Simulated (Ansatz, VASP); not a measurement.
## Al: VASP beside Ansatz

```
Al
1.0
     0.00000    2.02073    2.02073
     2.02073    0.00000    2.02073
     2.02073    2.02073    0.00000
Al
1
Direct
  0.00000 0.00000 0.00000
```

Alike in both runs: functional PBE; k mesh 18 × 18 × 18; occupations gaussian, width 0.1 eV; no spin polarisation.

Ansatz relaxed the structure, and its values are those at the end. VASP's run is a single point on that final structure, the one shown.

|  | VASP | Ansatz |
| --- | --- | --- |
| version | VASP 6.6.1 | Ansatz 0.2.0 |
| potentials or method | VASP PAW PBE potentials, release 64 (Al) | scalar-relativistic, plane waves, PAW |
| plane-wave cutoff (eV) | 520 | 420 |
| valence electrons in the cell | 3 | 3 |

|  | VASP | Ansatz | Ansatz less VASP |
| --- | --- | --- | --- |
| gap on the k mesh at the Fermi level (eV) | none | none | - |
| pressure (GPa) | 0.0 | 0.0 | +0.04 |

A gap of «none» marks a metal or a gap that the smearing closes.
